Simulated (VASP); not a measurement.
# Rh, equation of state: which settings are enough?

Rh, Fm-3m (no. 225), 1 atom in the cell. PBEsol; PAW potentials Rh_pv (PBE set). VASP 6.6.1.

Wanted: equilibrium volume within 0.2 %; bulk modulus within 1 %.

What the run is for: equation of state; Accuracy asked: standard.

The series start from Plane-wave cutoff (eV): 320; Smearing width (eV): 0.03; k-point mesh: 16 × 16 × 16; Volumes: 5 from 0.92 to 1.08; Precision mode (PREC): Accurate; Electronic threshold (eV): 1e-6; Aspherical gradient terms in the spheres (LASPH): yes; Start of each volume: each volume from scratch. Each series keeps the choices made before it, and each single choice may use up half of a tolerance. Times cover all steps of a run.

## Plane-wave cutoff (eV)

| Plane-wave cutoff (eV) | Equilibrium volume (Å³/atom) | Bulk modulus (GPa) | Time (s) |
|---|---|---|---|
| 200 | 13.23 | 384.2 | 13 |
| 240 | 13.53 | 288 | 16 |
| 280 | 13.5 | 294.7 | 18 |
| 320 | 13.5 | 294.4 | 21 |
| 370 | 13.5 | 293.7 | 36 |
| 430 | 13.51 | 295 | 40 |
| 510 | 13.51 | 294.9 | 49 |
| 640 (reference) | 13.51 | 295.1 | 53 |

Chosen: 280, the loosest value from which every tighter one stays within half of the tolerance.

## Smearing width (eV)

| Smearing width (eV) | Equilibrium volume (Å³/atom) | Bulk modulus (GPa) | Time (s) |
|---|---|---|---|
| 0.15 | 13.5 | 295.1 | 19 |
| 0.1 | 13.5 | 295 | 23 |
| 0.07 | 13.5 | 294.8 | 22 |
| 0.05 | 13.5 | 294.7 | 22 |
| 0.03 | 13.5 | 294.7 | 18 |
| 0.02 (reference) | 13.5 | 294.7 | 21 |

Chosen: 0.15.

## k-point mesh

| k-point mesh | Equilibrium volume (Å³/atom) | Bulk modulus (GPa) | Time (s) |
|---|---|---|---|
| 5 × 5 × 5 | 13.65 | 285.9 | 7.5 |
| 7 × 7 × 7 | 13.43 | 298.2 | 8.5 |
| 9 × 9 × 9 | 13.49 | 294.1 | 10 |
| 11 × 11 × 11 | 13.51 | 293.5 | 13 |
| 14 × 14 × 14 | 13.49 | 294.7 | 18 |
| 16 × 16 × 16 | 13.5 | 295.1 | 19 |
| 20 × 20 × 20 (reference) | 13.49 | 295 | 32 |

Chosen: 14 × 14 × 14.

## Volumes

| Volumes | Equilibrium volume (Å³/atom) | Bulk modulus (GPa) | Time (s) |
|---|---|---|---|
| 5 from 0.88 to 1.12 | 13.49 | 294.1 | 19 |
| 5 from 0.92 to 1.08 | 13.49 | 294.7 | 18 |
| 7 from 0.91 to 1.09 (reference) | 13.49 | 294.4 | 25 |

Chosen: 5 from 0.88 to 1.12.

## Precision mode (PREC)

| Precision mode (PREC) | Equilibrium volume (Å³/atom) | Bulk modulus (GPa) | Time (s) |
|---|---|---|---|
| SingleN | 13.49 | 291.1 | 14 |
| Normal | 13.49 | 294.3 | 14 |
| Accurate (reference) | 13.49 | 294.1 | 19 |

Chosen: Normal.

## Electronic threshold (eV)

| Electronic threshold (eV) | Equilibrium volume (Å³/atom) | Bulk modulus (GPa) | Time (s) |
|---|---|---|---|
| 0.001 | 13.49 | 294.3 | 11 |
| 0.0001 | 13.49 | 294.3 | 12 |
| 1e-5 | 13.49 | 294.3 | 12 |
| 1e-6 | 13.49 | 294.3 | 14 |
| 1e-7 (reference) | 13.49 | 294.3 | 14 |

Chosen: 0.001.

## Aspherical gradient terms in the spheres (LASPH)

| Aspherical gradient terms in the spheres (LASPH) | Equilibrium volume (Å³/atom) | Bulk modulus (GPa) | Time (s) |
|---|---|---|---|
| no | 13.49 | 294.3 | 8.6 |
| yes (reference) | 13.49 | 294.3 | 11 |

Chosen: no.

## Start of each volume

| Start of each volume | Equilibrium volume (Å³/atom) | Bulk modulus (GPa) | Time (s) |
|---|---|---|---|
| each volume from scratch | 13.49 | 294.3 | 8.6 |
| orbitals of the volume before (WAVECAR) | 13.49 | 294.3 | 7.2 |

Chosen: orbitals of the volume before (WAVECAR); it saves 1.4 s of 8.6, so each volume from scratch would do nearly as well.

## All choices together

| Input | Equilibrium volume (Å³/atom) | Bulk modulus (GPa) | Time (s) |
|---|---|---|---|
| the program's defaults (naive) | 13.6 | 309.8 | 4.7 |
| chosen settings | 13.49 | 294.3 | 7.2 |
| reference settings throughout | 13.5 | 295.5 | 124 |

The tolerance is met.

## The input

INCAR:
```
GGA      = PS             # functional
ISMEAR   = -1             # smearing method
SIGMA    = 0.15           # smearing width, eV
LWAVE    = True           # write WAVECAR
LCHARG   = False          # write CHGCAR
ISIF     = 2              # what is computed and relaxed
NSW      = 0              # ionic steps
PREC     = Normal         # precision mode
LASPH    = False          # aspherical terms in the spheres
LREAL    = False          # projectors in reciprocal space
ALGO     = Normal         # electronic algorithm
EDIFF    = 0.001          # SCF threshold, eV
NELM     = 120            # most SCF steps
GGA_COMPAT= False        
ENCUT    = 280            # plane-wave cutoff, eV
```

KPOINTS:
```
Automatic mesh
0
Gamma
  14 14 14
  0 0 0
```

POSCAR.step1:
```
Rh
1.0
    0.0000000000      1.8186792351      1.8186792351
    1.8186792351      0.0000000000      1.8186792351
    1.8186792351      1.8186792351      0.0000000000
Rh
1
Direct
    0.0000000000      0.0000000000      0.0000000000
```

POSCAR.step2:
```
Rh
1.0
    0.0000000000      1.8591074964      1.8591074964
    1.8591074964      0.0000000000      1.8591074964
    1.8591074964      1.8591074964      0.0000000000
Rh
1
Direct
    0.0000000000      0.0000000000      0.0000000000
```

POSCAR.step3:
```
Rh
1.0
    0.0000000000      1.8978500000      1.8978500000
    1.8978500000      0.0000000000      1.8978500000
    1.8978500000      1.8978500000      0.0000000000
Rh
1
Direct
    0.0000000000      0.0000000000      0.0000000000
```

POSCAR.step4:
```
Rh
1.0
    0.0000000000      1.9350721950      1.9350721950
    1.9350721950      0.0000000000      1.9350721950
    1.9350721950      1.9350721950      0.0000000000
Rh
1
Direct
    0.0000000000      0.0000000000      0.0000000000
```

POSCAR.step5:
```
Rh
1.0
    0.0000000000      1.9709149862      1.9709149862
    1.9709149862      0.0000000000      1.9709149862
    1.9709149862      1.9709149862      0.0000000000
Rh
1
Direct
    0.0000000000      0.0000000000      0.0000000000
```

Commands (each step's output is kept before the next begins):
```
cat potpaw_PBE.64/Rh_pv/POTCAR > POTCAR
cp POSCAR.step1 POSCAR
mpirun -np 1 vasp_std > vasp.out
cp POSCAR.step2 POSCAR
mpirun -np 1 vasp_std > vasp.out
cp POSCAR.step3 POSCAR
mpirun -np 1 vasp_std > vasp.out
cp POSCAR.step4 POSCAR
mpirun -np 1 vasp_std > vasp.out
cp POSCAR.step5 POSCAR
mpirun -np 1 vasp_std > vasp.out
```

The chosen input took VASP 6.6.1 7.2 s on 1 core (Intel Xeon Platinum 8488C (Sapphire Rapids)), a shared host.

## An input that fails: cutoff far too low

It runs to its end, but against the unchanged starting input it is off by 4.8 % in the equilibrium volume, 686 % in the bulk modulus.

Changes against the starting input:
```
(all steps)
- PREC = Accurate
- NELM = 120
- ENCUT = 320
+ PREC = Low
+ NELM = 73
+ ENCUT = 150
```
